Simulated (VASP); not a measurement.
A run of VASP 6.6.1 is set up as follows.

File INCAR:

```
PREC = Accurate
ENCUT = 600
EDIFF = 1E-6
ISMEAR = 0
SIGMA = 0.1
LREAL = F
LASPH = T
NELM = 100
ALGO = Normal
ISIF = 3
LWAVE = F
LCHARG = F
GGA = PS
IBRION = 2
NSW = 100
EDIFFG = -0.005
```

KPOINTS

```
regular mesh
0
Gamma
  12 12 12
```

The input POSCAR:

```
SiNi3
1.0
    3.4614637898      0.0000000000      0.0000000000
    0.0000000000      3.4614637898      0.0000000000
    0.0000000000      0.0000000000      3.4614637898
Si Ni
1 3
Direct
    0.0000000000      0.0000000000      0.0000000000
    0.0000000000      0.5000000000      0.5000000000
    0.5000000000      0.0000000000      0.5000000000
    0.5000000000      0.5000000000      0.0000000000
```

Potentials or basis: VASP PAW PBE potentials, release 64 (Si, Ni).

Launch:

```bash
$ cat potpaw_PBE.64/Si/POTCAR potpaw_PBE.64/Ni/POTCAR > POTCAR
$ mpirun -np 1 vasp_std > vasp.out
```

(1) Predict the relaxed cell.

(2) What does it give for the relaxed volume?

(3) What does it give for the band gap on the k mesh?

(4) What does it give for the space group after relaxing (to 0.05 Å)?

Results:

(1) a = 3.461 Å, b = 3.461 Å, c = 3.461 Å, α = 90.00°, β = 90.00°, γ = 90.00°.

(2) 10.37 Å³/atom.

(3) none (metal or under the smearing width).

(4) Pm-3m (No. 221).

Caveat: the PAW data sets were made with another functional, which shifts forces and pressure a little.
